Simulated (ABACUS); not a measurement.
## ZnSe (Stilleite): relaxation of cell and atoms with rPW86PBE

ZnSe (Stilleite):

```xyz
2
Lattice="0.0000 2.8338 2.8338 2.8338 0.0000 2.8338 2.8338 2.8338 0.0000" Properties=species:S:1:pos:R:3 pbc="T T T"
Se    1.4169    1.4169    1.4169
Zn    0.0000    0.0000    0.0000
```

- Program: ABACUS 3.10.1
- Task: relaxation of cell and atoms
- Functional: rPW86PBE
- Potentials or basis: Ansatz NC PBE
- Cutoff: 1184 eV
- Density cutoff: 4735 eV
- Basis: plane waves
- k mesh: 6 × 6 × 6
- Occupations: fermi-dirac, width 0.05 eV
- Spin: no spin polarisation
- Optimiser: ASE BFGS
- Force threshold: 0.03 eV/Å
- Max steps: 60
- Cell moves: yes
- Radial cutoff of the potentials (pseudo_rcut): 10 bohr
- SCF threshold on the density: 1e-08
- Max SCF steps: 100
- Eigensolver: dav
- Mixing: broyden
- Mixing share: 0.7
- Symmetry key: 1
- Bands: 22

The relaxed volume is 24.41 Å³/atom, the relaxed cell is a = 4.102 Å, b = 4.102 Å, c = 4.102 Å, α = 60.00°, β = 60.00°, γ = 60.00° and the space group after relaxing (to 0.05 Å) is F-43m (No. 216). The energy gained by relaxing is 21.5 meV/atom, the ionic steps are 4 and the pressure after relaxing is 0.0 GPa. The band gap on the k mesh is 0.88 eV, direct.

The path:
| step | energy change (eV) | largest force (eV/Å) | pressure (GPa) | volume (Å³) |
| --- | --- | --- | --- | --- |
| 1 | 0.0000 | 0.0000 | 4.33 | 45.51 |
| 2 | -0.0148 | 0.0000 | 3.41 | 46.12 |
| 3 | -0.0428 | 0.0000 | 0.25 | 48.60 |
| 4 | -0.0430 | 0.0000 | 0.02 | 48.82 |

Final structure:
```yaml
crystal:
  lattice:
    - [0.00000, 2.90080, 2.90080]
    - [2.90080, 0.00000, 2.90080]
    - [2.90080, 2.90080, 0.00000]
  atoms:
    - { symbol: Se, position: [0.25000, 0.25000, 0.25000] }
    - { symbol: Zn, position: [0.00000, 0.00000, 0.00000] }
```

Levels at points of the mesh, in eV from the valence-band top:
```csv
k point,band 15,band 16,band 17,band 18,band 19,band 20,band 21
"(0.00, 0.00, 0.00)",-6.13,0.00,0.00,0.00,0.88,5.83,5.83
"(0.50, 0.50, 0.50)",-5.99,-4.79,-0.76,-0.76,2.34,6.41,6.41
"(0.50, 0.50, 0.00)",-5.97,-4.48,-1.92,-1.92,3.14,3.40,10.16
```

Wall time 35 s on 4 MPI ranks on AMD EPYC 7R13 Processor (Zen 3) (shared host), peak memory 0.44 GiB a rank.

Caveat: the potentials were made for another functional, which shifts forces and pressure. Zero-point motion and thermal expansion aren't in these numbers.
